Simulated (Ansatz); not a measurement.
`C#CC(F)(F)F` + `[NH2][SnH2][OH]` → `C#C[O][SnH2][NH2]` + `FC(F)F`  (substitution at a C–C bond)

Computed with Ansatz on PBE0-D4/def2-TZVP structures; ΔE is electronic, products minus reactants. CBS: MP2 limit from def2 TZ/QZ plus the TZ coupled-cluster correction, frozen cores. This one scheme is used for every species. Functionals use def2-TZVPP. B3LYP here is the variant with VWN-RPA as its local correlation; programs differ in this. def2 core potentials past Kr. For Sn outer-core shells are correlated without core-valence functions, which leaves a few kJ/mol of doubt a bond. One conformer a species, not always the lowest.

(1) Is it downhill or uphill in electronic energy at CCSD(T)/CBS, and by how much? (Estimate.)

(2) What do these levels give: PBE0-D4, B3LYP-D4, B3LYP, MP2/def2-TZVPP, SCS-MP2/def2-QZVPP, MP2/CBS(def2)? (Best estimate.)

Largest T1 diagnostic among the species: 0.014.

Answers

(1) Ansatz gave: Uphill: ΔE = +12.1 kJ/mol.

(2) The calculation gave: PBE0-D4 -4.2, B3LYP-D4 -3.7, B3LYP -1.1, MP2/def2-TZVPP 9.3, SCS-MP2/def2-QZVPP 11.7, MP2/CBS(def2) 12.4 kJ/mol.

In def2-TZVPP, CCSD(T) changes the Hartree–Fock value by +12.9 kJ/mol (the triples alone add −0.0 kJ/mol) and MP2 by +13.3 kJ/mol.
